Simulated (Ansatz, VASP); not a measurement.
**Cross-check of Co (Co(0001), 6 layers) between VASP and Ansatz**

Aim: how closely do two programs agree when they are given the same cell, functional and k mesh? Of the first pair: The structure shown is the start of the Ansatz relaxation below; VASP solves that cell, so the two are compared at the walk's first step.

Program: Ansatz 0.2.0. Level of theory: plane waves, with VASP 6.6.1 beside it; single point at PBE. Results are calculated unless marked as measured.

### Step 1. The structure

The cell holds 6 atoms: 6 Co. Its edges and angles: a = 2.510 Å, b = 2.510 Å, c = 26.178 Å, α = 90.0°, β = 90.0°, γ = 60.0°. Vacuum lies along c.

### Step 2. Ansatz: relaxation, PBE

Ansatz runs on its default PAW (the set named soft_2) files.

The two programs are compared at the cell with which this relaxation starts, whose forces are those of its first step.

Contents of input.yaml:

```yaml
crystal:
  lattice:
    - [2.51, 0.0, 0.0]
    - [1.255, 2.1737237635, 0.0]
    - [0.0, 0.0, 26.17805]
  atoms:
    - { symbol: Co, position: [0.6666666667, 0.6666666667, 0.3055995385], spin: 1.7 }
    - { symbol: Co, position: [0.0, 0.0, 0.3833597231], spin: 1.7 }
    - { symbol: Co, position: [0.6666666667, 0.6666666667, 0.4611199077], spin: 1.7 }
    - { symbol: Co, position: [0.0, 0.0, 0.5388800923], spin: 1.7 }
    - { symbol: Co, position: [0.6666666667, 0.6666666667, 0.6166402769], spin: 1.7 }
    - { symbol: Co, position: [0.0, 0.0, 0.6944004615], spin: 1.7 }
magnetization:
  spin_polarized: true
kpoints:
  mp_grid: { grid: [12, 12, 1] }
hamiltonian:
  xc: pbe
scf:
  occupations: { method: fermi_dirac, width: 0.1 }
  convergence: { dr2_threshold: 1.0e-08 }
efield:
  axis: 3
  dipole_correction: true
  ramp_position: 0.97
  ramp_width: 0.04
relax:
  f_tol: 0.01
  constraints: [{ sites: [2, 3] }]
output:
  write_potential: true
  write_density: true
  volumetric_format: npy
```

On the command line:

```sh
ansatz run input.yaml --threads 4 --pin off --max-ram 8192MiB --backend cpu --events-out ev --progress --plain --runs-dir out
```

Numbers of over 12 decimals in the logs are rounded to 6 here.

What it wrote:

```text
Engine: ansatz 0.2.0, aarch64-unknown-linux-gnu
Pseudopotentials: kind: paw
Pseudopotential: Co, paw, valence charge 17, recommended cutoff 420 eV (normal), Co.paw.azcp
Functional definition: PBE
  parameter kappa = 0.804
  parameter beta = 0.066725
  exchange = pbe_x(kappa = kappa, mu = beta*pi^2/3)
  correlation = pbe_c(beta = beta)
Crystal: 6 atoms, lattice volume = 142.829 Å³
Basis set: ecut = 420 eV, 2793 PW (Γ), exchange–correlation on 36×36×360 points (8 copies of the dense FFT grid, shifted against one another)
Bands: 68, of which v1, the nominal top of the filled ones, is band 51 counted from 1 (50 counted from 0)
Symmetry: 6 space group operations
k-points: 19 of 144 (time reversal used)
Non-local potential: Co, projectors of the file, l = 0: 3, l = 1: 2, l = 2: 3, l = 3: 1
PAW form: soft (Blöchl's): semilocal exchange-correlation on the pseudo side does not see the compensation charge
PAW one-centre angular grid: Co, 590 points (default); XC on 64 Gauss nodes
Initial density: superposition of atomic densities (neutral atoms: chi_scale 0, normalization atom)
Starting moments: Σ|m| = 10.2 μB on 6 of 6 sites
Initial wavefunctions: pseudopotential atomic-orbital guess
Functional: x = pbe(κ = 0.804, μ = 0.219515), c = pbe(β = 0.066725)
SCF iter   1: F=—  HF=-30752.943572 eV  |F-HF|=—  |Δ(HF+E_count)|=         —  Δρ=6.12e-2 (↑1.29e-2 ↓6.12e-2)  dr2=9.50e0  dr2_m=1.02e0  M=10.197 μB ∫|m|=10.520 μB  β_m=1.00  ethr=3.10e-3  p=-0.000 e·Å  D=-6.95e-6 V/Å  ΔV_dip=0.00 eV  dr2_dipole=2.51e-7  V_vac-E_F(+/−)=7.56/7.56 eV  ⟨swp⟩=9.7  Hψ=12421  notcnv=0  defer=50
Mixer restart at iter 1: flushing history
efield: sawtooth ramp at fractional position 0.9700 (set: `efield.ramp_position`, or a place that a band, a saddle search or an elastic batch's reference lends), width 0.0400; the density the first Hamiltonian is built on has a dipole p = -0.000 e·Å; the dipole correction subtracts the counter field D = -6.95e-6 V/Å, which shifts the + side's vacuum level by +0.00 eV against the − side's; the planar-averaged density in the ramp window peaks in size at 9.6e-6 e/Å³
preconditioner: auto → LDOS  [metal: Δε(μ)=0.002 eV  Ē_g=7.418 eV  σ=0.100 eV  W_gap=0.01  n_scr=20 (ndim 8)  ℏωp=22.8 eV  f_vac=0.485  D(μ)=7.26/eV (n_scr^D=66)]
spin=Collinear: LDOS preconditioning applied to the charge; magnetization (m = ρ↑ − ρ↓) channel mixes plain (no charge-response kernel on spin).
SCF iter   2: F=—  HF=-30751.779363 eV  |F-HF|=—  |Δ(HF+E_count)|=    1.16e0  Δρ=1.27e-2 (↑1.27e-2 ↓9.84e-3)  dr2=6.67e-1  dr2_m=1.10e-1  M=10.223 μB ∫|m|=10.947 μB  β_m=0.34  ethr=3.10e-3  p=-0.000 e·Å  D=-1.03e-4 V/Å  ΔV_dip=0.00 eV  dr2_dipole=2.75e-5  V_vac-E_F(+/−)=6.57/6.56 eV  ⟨swp⟩=2.7  Hψ=4516  notcnv=0  defer=112
density mixer auto → msr1: a metal under ldos (density of states about μ 3.29 of a free-electron gas's, 20 screened modes)
SCF iter   3: F=—  HF=-30753.730041 eV  |F-HF|=—  |Δ(HF+E_count)|=    1.95e0  Δρ=5.34e-3 (↑5.34e-3 ↓5.00e-3)  dr2=1.10e-1  dr2_m=2.12e-2  M=10.234 μB ∫|m|=11.074 μB  β_m=0.48  ethr=6.54e-4  p=-0.000 e·Å  D=-6.59e-5 V/Å  ΔV_dip=0.00 eV  dr2_dipole=1.77e-5  V_vac-E_F(+/−)=5.94/5.94 eV  ⟨swp⟩=2.9  Hψ=4288  notcnv=0  defer=106
SCF iter   4: F=—  HF=-30755.223847 eV  |F-HF|=—  |Δ(HF+E_count)|=         —  Δρ=5.42e-3 (↑5.42e-3 ↓3.15e-3)  dr2=6.61e-2  dr2_m=7.90e-3  M=10.303 μB ∫|m|=11.278 μB  β_m=0.48  ethr=1.07e-4  p=-0.000 e·Å  D=-2.28e-5 V/Å  ΔV_dip=0.00 eV  dr2_dipole=1.25e-6  V_vac-E_F(+/−)=5.28/5.28 eV  ⟨swp⟩=3.1  Hψ=5440  notcnv=0  defer=97
SCF iter   5: F=—  HF=-30755.434033 eV  |F-HF|=—  |Δ(HF+E_count)|=   2.10e-1  Δρ=2.87e-3 (↑1.94e-3 ↓2.87e-3)  dr2=2.01e-2  dr2_m=1.78e-3  M=10.206 μB ∫|m|=11.197 μB  β_m=0.65  ethr=6.48e-5  p=-0.000 e·Å  D=-5.12e-6 V/Å  ΔV_dip=0.00 eV  dr2_dipole=3.40e-9  V_vac-E_F(+/−)=5.14/5.14 eV  ⟨swp⟩=2.1  Hψ=4738  notcnv=0  defer=113
SCF iter   6: F=—  HF=-30755.475208 eV  |F-HF|=—  |Δ(HF+E_count)|=   4.12e-2  Δρ=1.52e-3 (↑1.06e-3 ↓1.52e-3)  dr2=6.37e-3  dr2_m=2.74e-4  M=10.163 μB ∫|m|=11.163 μB  β_m=0.81  ethr=1.97e-5  p=-0.000 e·Å  D=-1.21e-5 V/Å  ΔV_dip=0.00 eV  dr2_dipole=4.07e-7  V_vac-E_F(+/−)=5.07/5.07 eV  ⟨swp⟩=2.2  Hψ=4444  notcnv=0  defer=111
SCF iter   7: F=—  HF=-30755.483406 eV  |F-HF|=—  |Δ(HF+E_count)|=   8.20e-3  Δρ=1.62e-3 (↑1.62e-3 ↓1.38e-3)  dr2=9.61e-3  dr2_m=1.03e-4  M=10.135 μB ∫|m|=11.146 μB  β_m=0.62  ethr=6.24e-6  p=-0.000 e·Å  D=-5.40e-6 V/Å  ΔV_dip=0.00 eV  dr2_dipole=3.42e-11  V_vac-E_F(+/−)=5.01/5.01 eV  ⟨swp⟩=2.5  Hψ=5015  notcnv=0  defer=113
SCF iter   8: F=—  HF=-30755.481326 eV  |F-HF|=—  |Δ(HF+E_count)|=   2.08e-3  Δρ=1.68e-4 (↑1.68e-4 ↓1.25e-4)  dr2=9.65e-5  dr2_m=1.71e-5  M=10.131 μB ∫|m|=11.145 μB  β_m=0.69  ethr=6.24e-6  p=-0.000 e·Å  D=-2.82e-6 V/Å  ΔV_dip=0.00 eV  dr2_dipole=2.20e-8  V_vac-E_F(+/−)=4.99/4.99 eV  ⟨swp⟩=3.1  Hψ=5522  notcnv=0  defer=113
[...]
SCF iter   9: F=—  HF=-30755.524051 eV  |F-HF|=—  |Δ(HF+E_count)|=   4.93e-8  Δρ=1.91e-6 (↑1.91e-6 ↓1.50e-6)  dr2=2.40e-9  dr2_m=3.45e-9  M=10.048 μB ∫|m|=11.045 μB  β_m=0.70  ethr=4.90e-11  p=0.000 e·Å  D=4.11e-6 V/Å  ΔV_dip=-0.00 eV  dr2_dipole=2.07e-14  V_vac-E_F(+/−)=4.91/4.91 eV  ⟨swp⟩=2.1  Hψ=3670  notcnv=0  defer=125
SCF iter  10: F=—  HF=-30755.524051 eV  |F-HF|=—  |Δ(HF+E_count)|=   1.19e-8  Δρ=2.50e-6 (↑3.58e-7 ↓2.50e-6)  dr2=1.01e-8  dr2_m=1.99e-9  M=10.048 μB ∫|m|=11.045 μB  β_m=0.67  ethr=2.35e-12  p=0.000 e·Å  D=4.09e-6 V/Å  ΔV_dip=-0.00 eV  dr2_dipole=2.23e-11  V_vac-E_F(+/−)=4.91/4.91 eV  ⟨swp⟩=3.4  Hψ=5535  notcnv=0  defer=125
SCF iter  11: F=-30755.524051 eV  HF=-30755.524051 eV  |F-HF|=3.61e-9  |Δ(HF+E_count)|=  2.47e-10  Δρ=1.54e-6 (↑4.13e-7 ↓1.54e-6)  dr2=4.33e-9  dr2_m=1.04e-9  M=10.048 μB ∫|m|=11.045 μB  ethr=2.35e-12  p=0.000 e·Å  D=4.09e-6 V/Å  ΔV_dip=-0.00 eV  dr2_dipole=1.84e-13  V_vac-E_F(+/−)=4.91/4.91 eV  ⟨swp⟩=6.5  Hψ=14714  notcnv=0
SCF 4 converged in 11 iterations: F = -30755.524051 eV  dr2 = 4.33e-9
relax step   4: F+E_penalty+E_count = -30755.52405113 eV  Δ(F+E_penalty+E_count) = -4.059e-4 eV  max|allowed force component| = 2.357e-4 eV/Å  Δτ_max = 0.0079 Å  (11 SCF iters, accepted)
NSCF: frozen V_eff on 19 k-points
the band table was solved once a step of the walk had ended and its energy, with any forces and stress, was formed, with the checks that follow a solve (12941 applications of the Hamiltonian). They found nothing against the state; the energy, forces and stress were not computed again (output.eigenvalues in the input reference)
WARN: The output density's exchange-correlation potential varies sharply where the density is thin. Do not read a vacuum level from v_tot or v_xc, or from such a field of the output density. On a cell that repeats whose density bears no net charge and no dipole along the vacuum's axis use v_es (v_loc + v_h of the components); under efield.dipole_correction with no amplitude use v_es + v_field, which holds any externa [...]
SCF converged after 11 iterations
Magnetization: 10.0476 μB (56.0238 up, 45.9762 down)
Absolute magnetization: 11.0484 μB (∫|ρ↑−ρ↓|, with the PAW one-centre terms)
Spin contamination: 0.2006 ħ² per cell (⟨S²⟩ above its minimum at these occupations)
Per-site moments (μB) at R_I (Å): [(1.787029, 1.001827), (1.737542, 1.001827), (1.713390, 1.029673), (1.713390, 1.029673), (1.737542, 1.001827), (1.787029, 1.001827)]
Free energy (F): -30755.524051 eV
Harris-Foulkes:  -30755.524051 eV  (|F-HF|=3.61e-9)
Internal energy: -30755.328070 eV  (E = F + TS)
E sigma→0 (E₀):  -30755.426060 eV
Entropy (-TS):   -0.195981 eV (-32.664 meV/atom)
Fermi energy:    5.946253 eV
Dipole field:    D = 0.000005 V/Å  (p = 0.000004 e·Å, saw-weighted, corrected)
Work function:   Φ+ = 4.9088 eV   Φ− = 4.9089 eV
Levels:          The Fermi level and band energies are counted from a zero that moves with the ramp; work functions are not
--- Per-component energies (eV) ---
  E_band       = -2759.180572
  E_kinetic    = 2716.428104
  E_local      = -240084.524806  (includes V_loc(G=0)·N_el)
  E_nonlocal   = 2729.871794
  E_hartree    = 118020.902053
  E_xc         = -950.350601
  E_vxc        = -1226.033558  (∫ρ·V_xc dr)
  E_paw        = -9094.154655  (= ΣΔE_a)
  E_vpaw       = -2936.722945  (= ΣTr[D̂ρ^β])
  E_aug_tail   = 0.000452  (compensation charges beyond the density's cutoff)
  E_efield     = 0.000000  (sawtooth field / dipole correction)
  E_vefield    = -0.000127  (∫n·V_field dr)
  E_ewald      = 95906.499589
  E_smearing   = -0.195981  (= −TS)
  E_closure    = 0.000000  (closes the sum)
  Σ components = -30755.524051   (vs F -30755.524051, Δ=0.00e0)
--- Forces (eV/Å), atoms counted from 1 ---
  atom   1  Co     0.00000000     0.00000000    -0.00023520
  atom   2  Co     0.00000000     0.00000000     0.00015325
  atom   3  Co    -0.00000000    -0.00000000     0.24699704
  atom   4  Co     0.00000000     0.00000000    -0.24699768
  atom   5  Co    -0.00000000    -0.00000000    -0.00015388
  atom   6  Co     0.00000000    -0.00000000     0.00023574
  max |Σ_I F_I| component: 7.27e-7 eV/Å
--- Band table (eV; the first three rows and the last of 38) ---
  k-point 0 ↑: bands = [... 47 lower, 4.0729, 4.0729, 4.3021, 4.3021, 4.6214, 4.6214, 4.8984, 4.8984, ... 13 higher]
  k-point 1 ↑: bands = [... 47 lower, 4.0159, 4.0341, 4.2530, 4.2771, 4.4956, 4.6027, 4.6231, 4.8212, ... 13 higher]
  k-point 2 ↑: bands = [... 47 lower, 3.9610, 3.9941, 4.0834, 4.2758, 4.3025, 4.5745, 4.6074, 4.8838, ... 13 higher]
  k-point 18 ↓: bands = [... 47 lower, 6.8014, 6.8014, 6.8804, 6.9079, 6.9079, 6.9884, 6.9884, 11.3072, ... 13 higher]
--- Relaxed structure (4 steps of the walk, 4 accepted, 0 SCFs on fresh bases) ---
  F+E_penalty+E_count = -30755.52405113 eV   max|allowed force component| = 2.357e-4 eV/Å
  atoms:
    - { symbol: Co, position: [0.666667, 0.666667, 0.309031] }
    - { symbol: Co, position: [0, 0, 0.383480] }
    - { symbol: Co, position: [0.666667, 0.666667, 0.4611199077] }
    - { symbol: Co, position: [0.0, 0.0, 0.5388800923] }
    - { symbol: Co, position: [0.666667, 0.666667, 0.616520] }
    - { symbol: Co, position: [0, 0, 0.690969] }
```

(Part 1 of 2 ends here.)

[Lines on the potential files, build, host, timing and source positions are cut from VASP's logs without a mark.]

[Logs are printed without paths, hosts, clocks, repeated set-up lines and the standing remarks that a program may print on its own settings, such as how far it seeks lower states.]

[Hosts, paths, dates, database ids (printed as entryN), source tags and the programs' standing remarks are cut or masked in the printed files.]
